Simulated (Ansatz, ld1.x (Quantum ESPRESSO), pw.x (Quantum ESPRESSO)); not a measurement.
## From atom to crystal: TM potential for Re

ld1.x (Quantum ESPRESSO) 7.5 input, shortened:

```
&input
   title='Re', zed=75., rel=1, dft='PBE', iswitch=3,
   config='[Xe] 4f14 5d5 6s0 6p0'
 /
 &inputp
   pseudotype=2, tm=.true., lloc=-1, rcloc=2.55,
   nlcc=.false.
 /
3
6S  1  0   0.00   0.00  2.40  2.40  0.0
6P  2  1   0.00   0.00  4.05  4.05  0.0
5D  3  2   5.00   0.00  2.15  2.15  0.0
 &test
   configts(1)='5d5 6s0 6p0'
 /
```

Crystal test: bcc Re in pw.x 7.5, no spin, 15³ k-points, Fermi–Dirac smearing 0.01 Ry, cutoffs 50/200 Ry. The lattice is a test structure that the element need not adopt, and mesh and smearing are coarse.

pw.x input:

```
&control
  calculation='scf', prefix='x', pseudo_dir='./', outdir='./tmp', tstress=.true., disk_io='none'
/
&system
  ibrav=0, nat=1, ntyp=1, ecutwfc=50, ecutrho=200, nbnd=11,
  occupations='smearing', smearing='fd', degauss=0.01
/
&electrons
  conv_thr=1e-09, mixing_beta=0.4, electron_maxstep=70
/
ATOMIC_SPECIES
Re 1.0 Re.UPF
CELL_PARAMETERS angstrom
  -1.55640774 1.55640774 1.55640774
  1.55640774 -1.55640774 1.55640774
  1.55640774 1.55640774 -1.55640774
ATOMIC_POSITIONS crystal
Re 0.0000 0.0000 0.0000
K_POINTS automatic
15 15 15 0 0 0
```

```bash
pw.x < Re.scf.in > Re.scf.out
```

How does the run end?

It converges; the pressure is -20.19 GPa against 0.89 GPa from all-electron LAPW. The largest radius (4.05 bohr) exceeds half the bond length (2.55 bohr), so the spheres overlap, which is one possible source of error among others. This is a poor potential for the solid. Note: ghost state, extra bound levels that the all-electron valence spectrum of the same l lacks: s at -10.1 eV. A true bound ghost makes a file unfit for plane-wave use. The logarithmic derivative shows an extra or strongly shifted pseudo pole above the reference energy (s near -0.71 Ry, p near 0.60 Ry). The log shows:

```
     charge density cutoff     =     200.0000  Ry
     scf convergence threshold =      1.0E-09
     Exchange-correlation= PBE
     number of k points=   120  Fermi-Dirac smearing, width (Ry)=  0.0100
     iteration #  1     ecut=    50.00 Ry     beta= 0.40
     total energy              =     -22.35346499 Ry
     estimated scf accuracy    <       1.26276400 Ry
     iteration #  2     ecut=    50.00 Ry     beta= 0.40
     total energy              =     -22.27250601 Ry
     estimated scf accuracy    <       0.23381883 Ry
     iteration #  3     ecut=    50.00 Ry     beta= 0.40
     total energy              =     -22.31035077 Ry
     estimated scf accuracy    <       0.00180638 Ry
     iteration #  4     ecut=    50.00 Ry     beta= 0.40
     total energy              =     -22.30995427 Ry
     estimated scf accuracy    <       0.00371644 Ry
     iteration #  5     ecut=    50.00 Ry     beta= 0.40
     total energy              =     -22.31058404 Ry
     estimated scf accuracy    <       0.00005714 Ry
     iteration #  6     ecut=    50.00 Ry     beta= 0.40
     total energy              =     -22.31059287 Ry
     estimated scf accuracy    <       0.00002636 Ry
     iteration #  7     ecut=    50.00 Ry     beta= 0.40
     total energy              =     -22.31059769 Ry
     estimated scf accuracy    <       0.00000042 Ry
     iteration #  8     ecut=    50.00 Ry     beta= 0.40
     the Fermi energy is    17.3825 ev
!    total energy              =     -22.31059779 Ry
     estimated scf accuracy    <          6.7E-10 Ry
     smearing contrib. (-TS)   =      -0.00492547 Ry
     The total energy is F=E-TS. E is the sum of the following terms:
     one-electron contribution =      12.75065939 Ry
     hartree contribution      =       0.40217748 Ry
     xc contribution           =      -5.14377590 Ry
     ewald contribution        =     -30.31473329 Ry
     convergence has been achieved in   8 iterations
          total   stress  (Ry/bohr**3)                   (kbar)     P=     -201.92
     Message from routine punch:
     Nothing written, as per user request (disk_io='none')
```
